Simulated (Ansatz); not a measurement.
Runs of Ansatz 0.2.0 on Ti. The structure is cubic, space group Fm-3m (No. 225). Conventional cell: a = 4.060 Å, b = 4.060 Å, c = 4.060 Å, α = 90.00°, β = 90.00°, γ = 90.00°. Around Ti (site symmetry m-3m) lie 12 Ti at 2.87 Å. This isn't the form of Ti at room conditions, which is hcp.

```csv
level,cutoff (eV),gap on the mesh (eV),pressure (GPa),relaxed volume (Å³/atom)
PBEsol,420,none,0.0,(b)
revPBE,420,none,0.0,(a)
BLYP,420,none,0.0,17.74
r2SCAN,500,none,0.0,17.35
PBE,420,none,0.0,17.36
```

Alike in all rows: task relaxation of cell and atoms; potentials or basis Ansatz PAW; no spin polarisation; cell relaxed; k mesh 11 × 11 × 11; smearing fermi-dirac 0.05 eV.

Question: Fill in the values left out.

Answer: (a) 17.75; (b) 16.65.

Caveats: the plane-wave basis is chosen anew once the cell has moved, so the energies of steps on either side of that aren't comparable; the PAW data sets come from PBE, with cores solved anew for the run's functional, which leaves a small shift of forces and pressure (some runs).

A gap of «none» marks a metal or a gap under the smearing width.
